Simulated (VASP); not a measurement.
Here is a VASP 6.6.1 calculation.

The input INCAR:

```
SYSTEM = BaTiO3
ALGO = Normal
EDIFF = 1E-6
EDIFFG = -0.01
ENCUT = 600
GGA = PE
IBRION = 2
ISIF = 3
ISMEAR = 0
IVDW = 12
LASPH = .True.
LCHARG = .False.
LREAL = .False.
LWAVE = .False.
NELM = 80
NSW = 90
PREC = Accurate
SIGMA = 0.03
```

KPOINTS

```
k-points
0
Gamma
  8 8 8
  0 0 0
```

The input POSCAR:

```
BaTiO3
1.0
    4.0060000000      0.0000000000      0.0000000000
    0.0000000000      4.0060000000      0.0000000000
    0.0000000000      0.0000000000      4.0060000000
Ba Ti O
1 1 3
Direct
    0.5000000000      0.5000000000      0.5000000000
    0.0000000000      0.0000000000      0.0000000000
    0.5000000000      0.0000000000      0.0000000000
    0.0000000000      0.5000000000      0.0000000000
    0.0000000000      0.0000000000      0.5000000000
```

Potentials or basis: VASP PAW PBE potentials, release 64 (Ba_sv, Ti_sv, O).

Launch:

```console
$ cat potpaw_PBE.64/Ba_sv/POTCAR potpaw_PBE.64/Ti_sv/POTCAR potpaw_PBE.64/O/POTCAR > POTCAR
$ mpirun -np 1 vasp_std > vasp.out
```

Problem. What does it give for the band gap on the k mesh?

Solution. 1.74 eV, indirect (least direct gap 1.89 eV).

Problem. Predict the dispersion energy per atom.

Solution. -0.264 eV.

Final structure:
```
Ba Ti O
1.0
     4.00600    0.00000    0.00000
     0.00000    4.00600    0.00000
     0.00000    0.00000    4.00600
Ba Ti O
1 1 3
Direct
  0.50000 0.50000 0.50000
  0.00000 0.00000 0.00000
  0.50000 0.00000 0.00000
  0.00000 0.50000 0.00000
  0.00000 0.00000 0.50000
```

Caveat: the relaxation stopped at its first step, so nothing moved; spin-orbit coupling is left out, which moves the levels of the heavy elements. As with any semilocal functional, this PBE gap is likely too small.
